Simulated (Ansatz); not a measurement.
# Ionic part of the dielectric constant of ZnSe at -1 GPa, mode by mode

Computed with DFT PBE, scalar-relativistic, plane waves, PAW in Ansatz. Cutoff 420 eV, 8×8×8 k-points (Γ-centred), fixed occupations. No spin polarisation. Phonons by linear response, acoustic sum rule imposed.

The structure is cubic, space group F-43m (No. 216). The conventional cell has a = 5.768 Å, b = 5.768 Å, c = 5.768 Å, α = 90.00°, β = 90.00°, γ = 90.00°. Zn (site symmetry -43m) has 4 Se at 2.50 Å as nearest neighbours. Se (site symmetry -43m) has 4 Zn at 2.50 Å as nearest neighbours.

The run warned that the force constants aren't converged on this k mesh, so the frequencies and all that is formed from them are rough.

The primitive cell has V = 47.97 Å³ and ε∞,yy = 7.444. Each polar mode adds Δε = (4.92064×10⁷/V)·S/ν² along y, with S its oscillator strength in e²/amu, ν in cm⁻¹ and V in Å³.

Task: From these modes, find each Δε and ε0,yy.
```json
{"ν (cm⁻¹)": "188.3", "S_yy (e²/amu)": "0.1274"}
```

Result:
```
ν (cm⁻¹)    Δε
   188.3  3.68
```

The sum is 3.684, so ε0,yy = 11.13; the run's tensor has 11.13.

Task: Where do the longitudinal modes lie for a wave vector along y?

Result: At 230 cm⁻¹. The Lyddane–Sachs–Teller product Π(ν_LO/ν_TO)² = 1.49 matches ε0/ε∞ = 1.49.

Cost: 1 run of about 0.64 core-minutes, on Intel Xeon 6975P-C (Granite Rapids) (shared hosts).

Electronic polarisation supplies the larger share of the static response: ε∞,yy is 7.444, against an ionic contribution of 3.68. This fits a largely covalent tetrahedral semiconductor whose bonds are polar enough for the opposed motion of the Zn and Se sublattices to carry a sizeable dipole. That motion is the only polar optical mode at the zone centre, threefold degenerate by cubic symmetry, so the ionic term is isotropic. For the longitudinal branch, the macroscopic field adds a restoring force, which the electronic polarisability partly screens.

The electronic constant lies above the value known for ZnSe at ambient pressure, probably mainly because PBE underestimates the band gap and so makes the valence electrons too polarisable. Tension should also soften the transverse mode and thereby favour a larger ionic term, but a single pressure can't isolate that effect. The Lyddane–Sachs–Teller agreement shows that the mode sum and the longitudinal frequency are mutually consistent; it isn't independent evidence for the accuracy of either.
